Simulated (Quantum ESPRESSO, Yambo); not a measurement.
# GaAs (F-43m): G0W0 with Yambo, start to end, part 2 of 3

Wanted: ground state, empty states, screening and self-energy for GaAs (F-43m).

Quantum ESPRESSO 7.5 and Yambo 5.3.0; PBE and many-body steps on it, plane waves. Known limits of the many-body steps: not at the basis limit; no spin-orbit coupling; coarse k mesh.

So far. Step 2 (Ground state): The gap is direct, at Γ. Step 3 (Bands along the symmetry lines): The gap is 0.518 eV, as in the run before at this level.

## (4) Empty states on the mesh, 4×4×4 mesh, 124 bands

Level of this step: DFT, PBE, plane waves, norm-conserving pseudopotentials (Quantum ESPRESSO).

The sums over transitions need many empty states on a uniform mesh; this step solves for them.

pw.in

```
&control
  calculation = 'nscf'
  prefix = 'x'
  outdir = 'o'
  pseudo_dir = 'pseudo'
/
&system
  ibrav = 0
  nat = 2
  ntyp = 2
  ecutwfc = 104.0
  nbnd = 124
  force_symmorphic = .true.
/
&electrons
  conv_thr = 1e-9
  electron_maxstep = 80
  diago_full_acc = .true.
  diago_thr_init = 5e-6
/
ATOMIC_SPECIES
  Ga 69.723 Ga.upf
  As 74.922 As.upf
CELL_PARAMETERS angstrom
  0.0000000000 2.8268500000 2.8268500000
  2.8268500000 0.0000000000 2.8268500000
  2.8268500000 2.8268500000 0.0000000000
ATOMIC_POSITIONS crystal
  Ga 0.0000000000 0.0000000000 0.0000000000
  As 0.2500000000 0.2500000000 0.2500000000
K_POINTS automatic
  4 4 4 0 0 0
```

The run is started by

```console
OMP_NUM_THREADS=1 mpirun -n 8 pw.x -nk 4 -in pw.in > pw.out
```

What it wrote:

```text
[banner, memory and clock lines left out]
Program PWSCF v.7.5 starts

     Atomic positions and unit cell read from directory:
     o/x.save/

     Message from routine setup:
     using ibrav=0 with symmetry is DISCOURAGED, use correct ibrav instead

     bravais-lattice index     =            0
     lattice parameter (alat)  =       7.5547  a.u.
     unit-cell volume          =     304.8842 (a.u.)^3
     number of atoms/cell      =            2
     number of atomic types    =            2
     number of electrons       =        44.00
     number of Kohn-Sham states=          124
     kinetic-energy cutoff     =     104.0000  Ry
     charge density cutoff     =     416.0000  Ry
     Exchange-correlation= PBE
                           (   1   4   3   4   0   0   0)

     celldm(1)=   7.554690  celldm(2)=   0.000000  celldm(3)=   0.000000
     celldm(4)=   0.000000  celldm(5)=   0.000000  celldm(6)=   0.000000

     crystal axes: (cart. coord. in units of alat)
               a(1) = (   0.000000   0.707107   0.707107 )
               a(2) = (   0.707107   0.000000   0.707107 )
               a(3) = (   0.707107   0.707107   0.000000 )

     reciprocal axes: (cart. coord. in units 2 pi/alat)
               b(1) = ( -0.707107  0.707107  0.707107 )
               b(2) = (  0.707107 -0.707107  0.707107 )
               b(3) = (  0.707107  0.707107 -0.707107 )
     Pseudo is Norm-conserving + core correction, Zval = 21.0
     Generated using ONCVPSP code by D. R. Hamann
     Using radial grid of 1902 points,  6 beta functions with:
     Pseudo is Norm-conserving + core correction, Zval = 23.0
     Generated using ONCVPSP code by D. R. Hamann
     Using radial grid of 1358 points,  6 beta functions with:
     Ga               21.00    69.72300     Ga( 1.00)
     As               23.00    74.92200     As( 1.00)

     24 Sym. Ops. (no inversion) found

   Cartesian axes

     site n.     atom                  positions (alat units)
         1        Ga     tau(   1) = (   0.0000000   0.0000000   0.0000000  )
         2        As     tau(   2) = (   0.3535534   0.3535534   0.3535534  )

     number of k points=     8
                       cart. coord. in units 2pi/alat
        k(    1) = (   0.0000000   0.0000000   0.0000000), wk =   0.0312500
        k(    2) = (   0.1767767   0.1767767  -0.1767767), wk =   0.2500000
        k(    3) = (  -0.3535534  -0.3535534   0.3535534), wk =   0.1250000
[...]
k(    7) = (  -0.7071068   0.0000000   0.0000000), wk =   0.0937500
        k(    8) = (  -0.7071068   0.3535534   0.0000000), wk =   0.1875000

     Dense  grid:    43655 G-vectors     FFT dimensions: (  50,  50,  50)

     The potential is recalculated from file :
     o/x.save/charge-density

     Starting wfcs are   26 randomized atomic wfcs +   98 random wfcs

     Band Structure Calculation

     End of band structure calculation

          k = 0.0000 0.0000 0.0000 (  5577 PWs)   bands (ev):

  -174.9302-133.8473-118.3121-118.3121-118.3121 -84.5719 -84.5719 -84.5719
   -25.3230 -25.3230 -25.3230 -25.3139 -25.3139  -4.9669  -4.9669  -4.9669
    -4.8900  -4.8900  -2.8987   9.8275   9.8275   9.8275  10.3456  13.5642
    13.5642  13.5642  17.4293  19.9896  19.9896  21.3957  21.3957  21.3957
[...]
[... 4 further rows ...]
[...]
96.3436  96.3436  96.9545  96.9545

          k = 0.1768 0.1768-0.1768 (  5459 PWs)   bands (ev):

  -174.9302-133.8473-118.3121-118.3121-118.3121 -84.5717 -84.5717 -84.5717
[...]
[... 4 further rows ...]
[...]
99.7919 100.2479 100.6334 100.6334

          k =-0.3536-0.3536 0.3536 (  5444 PWs)   bands (ev):

  -174.9302-133.8473-118.3121-118.3121-118.3121 -84.5717 -84.5717 -84.5717
[...]
66.3909  66.3909  66.8454  68.4226  68.4226  68.6866  68.6866  68.7091
     [... 4 further rows ...]
    95.7229  95.7229  96.3827  96.3827  96.5790  96.8161  97.0642  97.0642
    97.8354  97.8354  98.1728 100.6336

          k = 0.3536 0.0000 0.0000 (  5457 PWs)   bands (ev):

     [... further k-points ...]

     highest occupied, lowest unoccupied level (ev):     9.8275   10.3456

     XML data file, pseudopotentials, collected wavefunctions
```

The job ended after 7.5 s (8 MPI ranks of Arm Neoverse V2, shared host; peak memory 0.61 GiB; 56 s of CPU time).

Numbers from this step:

- gap: 0.5181 eV
- k of the valence top: 0, 0, 0
- k of the conduction bottom: 0, 0, 0
- least direct gap: 0.5181 eV
- k points computed: 8
- lowest point of the top converged band, above the valence top: 87.1270 eV

On this mesh the gap is 0.518 eV.

## (5) Conversion and set-up

This step: Yambo 5.3.0; conversion and set-up on PBE, plane waves, norm-conserving pseudopotentials.

The states are converted to the many-body program's format and the q mesh is built.

The run is started by

```console
(cd o/x.save; p2y > p2y.log; mv SAVE ../..); yambo > setup.log
```

What it wrote:

```text
 Yambo, version 5.3.0

 [02] CORE Variables Setup
 =========================

  [02.01] Unit cells
  ==================

  Cell kind             :  FCC
  Atoms in the cell     :  Ga  As
  number of Ga atoms    :  1
  number of As atoms    :  1

  List of atomic masses
  Mass of Ga    :  69.72300
  Mass of As    :  74.92200

  List of atomic coordinates    : [cc]
  Ga1       :  0.000000  0.000000  0.000000  order 1
  As1       :  2.670986  2.670986  2.670986  order 2

  Alat factors          :  5.341972  5.341972  5.341972 [a.u.]
  Direct lattice volume :  304.8842 [a.u.]
  Direct lattice vectors:  A[ 1 ]  A[ 2 ]  A[ 3 ]
   A[ 1 ]:  0.000000  1.000000  1.000000  [iru]
   0.000000  5.341972  5.341972  [cc]
   A[ 2 ]:  1.000000  0.000000  1.000000  [iru]
   5.341972  0.000000  5.341972  [cc]
   A[ 3 ]:  1.000000  1.000000  0.000000  [iru]
   5.341972  5.341972  0.000000  [cc]

  Recip. lattice volume :  0.813588 [a.u.]
  Recip. lattice vectors:  B[ 1 ]  B[ 2 ]  B[ 3 ]
   B[ 1 ]: -0.500000  0.500000  0.500000  [iku]
  -0.588096  0.588096  0.588096  [cc]
   B[ 2 ]:  0.500000 -0.500000  0.500000  [iku]
   0.588096 -0.588096  0.588096  [cc]
   B[ 3 ]:  0.500000  0.500000 -0.500000  [iku]
   0.588096  0.588096 -0.588096  [cc]

  [02.02] Symmetries
  ==================

  Inversion symmetry    : yes
  Spatial inversion     : no
  Inversion index       :  25
  K-space Time-reversal : yes
  Magnetic symmetries   : no
  Time-reversal derived K-space symmetries:   25   48
  Group table correct   : yes
  Symmetries units      :  [cc]

   [S  1]:   1.0000      0.14712E-16  0.14712E-16  0.14712E-16   1.0000     -0.14712E-16 -0.14712E-16 -0.14712E-16   1.0000
   [S  2]:  -1.0000     -0.14712E-16  0.14712E-16 -0.14712E-16  -1.0000     -0.14712E-16  0.14712E-16  0.14712E-16   1.0000
   [S  3]:  -1.0000      0.14712E-16 -0.14712E-16 -0.14712E-16   1.0000      0.14712E-16  0.14712E-16 -0.14712E-16  -1.0000
[...]
[S  9]:  0.14712E-16   1.0000      0.14712E-16 -0.14712E-16  0.14712E-16   1.0000       1.0000     -0.14712E-16 -0.14712E-16
   [S 10]:  0.14712E-16  -1.0000     -0.14712E-16 -0.14712E-16 -0.14712E-16  -1.0000       1.0000      0.14712E-16  0.14712E-16
     [... 36 further rows ...]
   [S*47]:   1.0000      0.14712E-16 -0.14712E-16  0.14712E-16 -0.14712E-16  -1.0000     -0.14712E-16   1.0000      0.14712E-16
   [S*48]:   1.0000     -0.14712E-16  0.14712E-16  0.14712E-16  0.14712E-16   1.0000     -0.14712E-16  -1.0000     -0.14712E-16

  [02.03] Reciprocal space
  ========================

  nG shells         :   403
  nG charge         :   43655
  nG WFs            :   6501
  nC WFs            :   5577
  G-vecs. in first 40 shells:  [ Number ]
     1    9   15   27   51   59   65   89  113
    137   169   181   229   259   283   307   331   339
    387   411   459   531   537   561   609   645   701
[...]
1139  1211  1243  1291
  ...
[...]
K/Q-points units:
  rlu = crystal or reduced units; cc = cartesian coordinates; iku = interal k-units

  K [1]          [rlu]:  0.000000  0.000000  0.000000
         WF components:   5577
  K [2]          [rlu]: -0.91587E-18 -0.91587E-18  0.25000
         WF components:   5459
  K [3]          [rlu]:  0.18317E-17  0.18317E-17 -0.50000
         WF components:   5444
  K [4]          [rlu]: -0.26116E-17  0.25000      0.25000
         WF components:   5457
  K [5]          [rlu]:  0.18030E-16  0.25000     -0.50000
         WF components:   5467
  [... 2 further k-points ...]
  K [8]          [rlu]:  0.250000 -0.500000 -0.250000
         WF components:   5440

  [02.05] Energies & Occupations
  ==============================

  [X] === General ===
  [X] Electronic Temperature                        :  0.000000  0.000000 [eV K]
  [X] Bosonic    Temperature                        :  0.000000  0.000000 [eV K]
  [X] Finite Temperature mode                       : no
  [X] El. density                                   :  0.97390E+24 [cm-3]
  [X] Fermi Level                                   :  9.827510 [eV]

  [X] === Gaps and Widths ===
  [X] Conduction Band Min                           :  0.518058 [eV]
  [X] Valence Band Max                              :  0.000000 [eV]
  [X] Filled Bands                                  :  22
  [X] Empty Bands                                   :   23  124
  [X] Direct Gap                                    :  0.518058 [eV]
  [X] Direct Gap localized at k                     :  1
  [X] Indirect Gap                                  :  0.518058 [eV]
  [X] Indirect Gap between kpts                     :  1  1
  [X] Last valence band width                       :  3.339194 [eV]
  [X] 1st conduction band width                     :  4.106600 [eV]

  E @ K [1]:  [eV]
  -184.7577 -143.6748 -128.1396 -128.1396 -128.1396  -94.3994  -94.3994  -94.3994
  -35.15048 -35.15048 -35.15048 -35.14142 -35.14142 -14.79438 -14.79438 -14.79438
   -14.717      -14.717      -12.726     -0.49590E-09 -0.21864E-09   0.0000      0.51806       3.7367
[...]
occ @ K [1]
[...]
E @ K [2]:  [eV]
[...]
occ @ K [2]
[...]
E @ K [3]:  [eV]
[...]
occ @ K [3]
[...]
E @ K [4]:  [eV]
[...]
occ @ K [4]
[...]
E @ K [5]:  [eV]
[...]
occ @ K [5]
[...]
[... 2 further k-points ...]
  E @ K [8]:  [eV]
[...]
occ @ K [8]
[...]
0.000000  0.000000  0.000000  0.000000  0.000000  0.000000  0.000000  0.000000
   0.000000  0.000000  0.000000  0.000000  0.000000  0.000000  0.000000  0.000000

 [03] Transferred momenta grid and indexing
 ==========================================

 IBZ Q-points                                      :   8
 BZ  Q-points                                      :   64

 K/Q-points units:
 rlu = crystal or reduced units; cc = cartesian coordinates; iku = interal k-units

 Q [1]          [rlu]:  0.000000  0.000000  0.000000
 Q [2]          [rlu]: -0.91587E-18 -0.91587E-18  0.25000
 Q [3]          [rlu]:  0.18317E-17  0.18317E-17 -0.50000
[...]
Q [7]          [rlu]:  0.52231E-17 -0.50000     -0.50000
 Q [8]          [rlu]:  0.250000 -0.500000 -0.250000

  [03.01] X indexes
  =================

   [03.01.01] Sigma indexes
   ========================

 [06] Game Over & Game summary
```

It took 2.9 s on 1 MPI rank; peak memory 0.25 GiB.

(Part 2 of 3 ends here.)

[Paths, hosts, dates, memory and timing lines, banners, echoed tables and standing remarks are left out of the program output.]

[Logs are printed without paths, hosts, clocks, repeated set-up lines and the standing remarks that a program may print on its own settings, such as how far it seeks lower states.]

[Runs of the session that timed out or met a known fault of the program may be left out.]

[Hosts, paths, dates, database ids (printed as entryN), source tags and the programs' standing remarks are cut or masked in the printed files.]
